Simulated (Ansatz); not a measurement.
Runs of Ansatz 0.2.0 on Y. Symmetry: Fm-3m, No. 225, cubic system. The conventional cell has a = 5.104 Å, b = 5.104 Å, c = 5.104 Å, α = 90.00°, β = 90.00°, γ = 90.00°. Y (site symmetry m-3m) has 12 Y at 3.61 Å as nearest neighbours. This isn't the form of Y at room conditions, which is hcp.

| task | level | U | cell | cutoff (eV) | smearing | gap on the mesh (eV) | pressure (GPa) |
| --- | --- | --- | --- | --- | --- | --- | --- |
| single point | LDA+U | Y d U = 3 eV | as given | 129 | fermi-dirac 0.05 eV | none | 0.4 |
| single point | LDA+U | Y d U = 4 eV | as given | 129 | fermi-dirac 0.05 eV | none | (a) |
| relaxation of cell and atoms | RPBE | - | relaxed | - | fermi-dirac 0.05 eV | - | 0.0 |
| single point | RPBE | - | as given | 130 | gaussian 0.02 eV | none | 0.7 |
| single point | LDA+U | Y d U = 8 eV | as given | 129 | fermi-dirac 0.05 eV | none | 13.1 |
| single point | LDA+U | Y d U = 6 eV | as given | 129 | fermi-dirac 0.05 eV | none | 6.6 |
| single point | RPBE | - | as given | 130 | gaussian 0.05 eV | none | 0.7 |
| single point | RPBE | - | as given | 130 | gaussian 0.1 eV | none | 0.7 |

Alike in all rows: potentials or basis all-electron LAPW, scalar-relativistic; no spin polarisation; k mesh 9 × 9 × 9; basis error allowed 0.001 eV/atom.

Problem. Fill in the values left out.

Solution. (a) 2.4.

Caveats: U is the effective U less J, on atomic orbitals that reach past the spheres (some runs); U without spin polarisation on a metal has little footing (some runs); the U is typed as a test and isn't derived for this compound (some runs).

A k mesh can miss the band edges, and the runs leave out spin-orbit coupling on Y.

A gap of «none» marks a metal or a gap under the smearing width.
